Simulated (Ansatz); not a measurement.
# Iridium, dhcp under PBE: ground state and equation of state

What does PBE give for iridium in the dhcp structure? We relax it, solve it on a dense k-mesh, then scale the cell to 7 volumes from 88 to 112 % of the relaxed one and try a fit of the equation of state. Spin polarisation is left out. The k-meshes are 13×13×4 for the relaxation; 17×17×5 for the dense run; 15×15×4 for the volumes.

Program: Ansatz 0.2.0. Level of theory: DFT PBE, plane waves (420 eV) with PAW, scalar-relativistic. These are calculated values, not measurements.

### Step 1. The starting structure

Symmetry: P6_3/mmc, No. 194, hexagonal system. The conventional cell has a = 2.715 Å, b = 2.715 Å, c = 8.867 Å, α = 90.00°, β = 90.00°, γ = 120.00°. Ir (site symmetry -3m) is surrounded by 12 Ir at 2.71 Å. Ir (site symmetry -6m2) has 12 Ir at 2.71 Å as nearest neighbours.

Coordinates:

```cif
data_structure
_symmetry_space_group_name_H-M 'P 1'
_symmetry_Int_Tables_number 1
_cell_length_a 2.7149
_cell_length_b 2.7149
_cell_length_c 8.8667
_cell_angle_alpha 90.000
_cell_angle_beta 90.000
_cell_angle_gamma 120.000
_cell_volume 56.60
loop_
_atom_site_label
_atom_site_type_symbol
_atom_site_fract_x
_atom_site_fract_y
_atom_site_fract_z
_atom_site_occupancy
Ir1 Ir 0.00000 0.00000 0.00000 1
Ir2 Ir 0.00000 0.00000 0.50000 1
Ir3 Ir 0.33333 0.66667 0.25000 1
Ir4 Ir 0.66667 0.33333 0.75000 1
```

### Step 2. Relaxing cell and atoms

Input file input.yaml:

```yaml
crystal:
  lattice:
    - [2.7148619862, 0.0, 0.0]
    - [-1.3574309931, 2.3511394478, 0.0]
    - [0.0, 0.0, 8.8667392469]
  atoms:
    - { symbol: Ir, position: [0.0, 0.0, 0.0] }
    - { symbol: Ir, position: [0.0, 0.0, 0.5] }
    - { symbol: Ir, position: [0.3333333333, 0.6666666667, 0.25] }
    - { symbol: Ir, position: [0.6666666667, 0.3333333333, 0.75] }
hamiltonian:
  xc: pbe
  pseudopotentials:
    kind: paw
    azcp:
      Ir: "pseudopotentials/Ir.paw.azcp"
basis:
  ecutwfc: 420
  fft_grid_basis: typed
kpoints:
  mp_grid: { grid: [13, 13, 4], shift: [0, 0, 0] }
magnetization:
  spin_polarized: false
scf:
  occupations: { method: fermi_dirac, width: 0.1 }
relax:
  max_steps: 60
  f_tol: 0.01
  cell: {}
```

Command:

```bash
$ ansatz run input.yaml --threads 1 --pin off --max-ram 3584MiB --backend cpu --events-out ev --progress --plain --runs-dir out
```

Further steps of the session: Dense single point; The cell scaled to 88 % of its volume; The cell scaled to 92 % of its volume; The cell scaled to 96 % of its volume; The cell scaled to 100 % of its volume; The cell scaled to 104 % of its volume; The cell scaled to 108 % of its volume; The cell scaled to 112 % of its volume.

**Question.** What will these runs give? Wanted: space group; conventional cell; volume; shortest distance; gap on the mesh; relative to fcc; V₀, B₀, B₀′.

**Answer**, as computed:

```
                      quantity                                   value
space group (spins left aside)                      P6_3/mmc (No. 194)
             conventional cell  a = 2.739 Å, c = 8.950 Å (c/a = 3.267)
                        volume                          14.541 Å³/atom
             shortest distance                                 2.739 Å
               gap on the mesh            none (levels filled in part)
               relative to fcc                            +38 meV/atom
                   V₀, B₀, B₀′            14.520 Å³/atom, 347 GPa, 5.1
```

In words: From the guessed start the volume grew by 2.8 % in 5 steps. It lies 38 meV/atom above the element's reference form at the same level (fcc, from a run of its own). No gap shows: it is a metal or semimetal at this level. The fitted modulus is 347 GPa, among the stiffest elements; letting shape and positions relax at each volume could only lower it. Relaxation kept the symmetry; phonons were not checked.
